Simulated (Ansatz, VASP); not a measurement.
## Ni in VASP and in Ansatz

```
CELL_PARAMETERS angstrom
0.00000 1.73757 1.73757
1.73757 0.00000 1.73757
1.73757 1.73757 0.00000
ATOMIC_POSITIONS crystal
Ni 0.00000 0.00000 0.00000
```

Alike in both runs: task single point; functional PBE; k mesh 13 × 13 × 13; occupations gaussian, width 0.026 eV; collinear spin, ferromagnetic start.

```csv
,VASP,Ansatz
version,VASP 6.6.1,Ansatz 0.2.0
potentials or method,"VASP PAW PBE potentials, release 64 (Ni)",Ansatz PAW
plane-wave cutoff (eV),520,420
valence electrons in the cell,10,18
```

Ansatz gave:

```
gap on the k mesh at the Fermi level (eV)                     : none
pressure (GPa)                                                : 8.0
net moment per atom (μB)                                      : 0.64
size of the moment on the site where the two differ most (μB) : 0.67
```

Estimate VASP's values.

gap on the k mesh at the Fermi level (eV): none; pressure (GPa): 7.8; net moment per atom (μB): 0.62; size of the moment on the site where the two differ most (μB): 0.63.

Site moments also hang on the region over which each program counts them. A gap of «none» marks a metal or a gap that the smearing closes. The two sets of potentials don't hold the same shells in valence.
